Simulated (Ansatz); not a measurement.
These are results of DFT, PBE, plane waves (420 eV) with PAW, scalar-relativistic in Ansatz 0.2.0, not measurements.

An element in the simple cubic structure gives this curve. The cell is scaled uniformly from the relaxed one, with fractional coordinates and shape fixed. Energies are extrapolated to zero smearing, pressures are those at the given smearing. Magnetic state: spin not included.

```tsv
V (Å³/atom)	E − E₀ (meV/atom)	P (GPa)
18.345	81.5	12.17
19.178	32.3	6.95
20.012	7.0	2.95
20.846	0.0	-0.10
21.680	7.0	-2.44
22.514	24.5	-4.20
23.348	50.1	-5.53
```

Problem. Which element is it?
A. platinum
B. tungsten
C. silver
D. titanium

Solution. C. Its fit is V₀ = 20.81 Å³/atom, B₀ = 67 GPa, B₀′ = 5.7.
